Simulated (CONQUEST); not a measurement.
Input of a CONQUEST 1.3 run:

The input Conquest_input:

```
IO.Title Se
IO.Coordinates coords.dat
IO.FractionalAtomicCoords T
IO.Iprint 2
IO.Iprint_init 1
General.NumberOfSpecies 1
General.PseudopotentialType hamann
AtomMove.TypeOfRun static
AtomMove.FullStress T
Grid.GridCutoff 120
DM.SolutionMethod diagon
Diag.MPMesh T
Diag.GammaCentred T
Diag.MPMeshX 8
Diag.MPMeshY 7
Diag.MPMeshZ 5
Diag.kT 0.00183747
minE.SCTolerance 1e-6
SC.MaxIters 100
IO.AtomChargeOutput T
%block ChemicalSpeciesLabel
1 78.960 Se
%endblock
```

File coords.dat:

```
    8.2509222053     0.0000000000     0.0000000000
    0.0000000000     9.3609473309     0.0000000000
    0.0000000000     0.0000000000    14.2910164689
6
  0.3873000000   0.0000000000   0.3873000000 1 T T T
  0.8873000000   0.0000000000   0.8873000000 1 T T T
  0.2254000000   0.6666666670   0.0000000000 1 T T T
  0.7254000000   0.6666666670   0.5000000000 1 T T T
  0.3873000000   0.3333333330   0.6127000000 1 T T T
  0.8873000000   0.3333333330   0.1127000000 1 T T T
```

Potentials or basis: PseudoDojo NC PBE, SZP, grid cutoff 120 Ha.

The run is started by

```console
$ OMP_NUM_THREADS=1 Conquest
```

Task: What does it give for the largest force?

Result: 2.176 eV/Å.

Task: What does it give for the band gap on the k mesh?

Result: 1.24 eV.

Task: What does it give for the pressure?

Result: 8.0 GPa.

Stress tensor (GPa, compression positive):
```
 6.12  0.00  0.00
 0.00 11.87  0.00
 0.00  0.00  5.97
```

Caveat: the atomic basis is small; an odd mesh through Γ misses points on the zone boundary, where band edges often lie; the basis of atomic orbitals isn't converged, which shifts pressures, moduli and gaps; forces of over 1 eV/Å show positions far from the minimum, so gaps and moduli don't describe the material at rest. As with any semilocal functional, this PBE gap is likely too small.
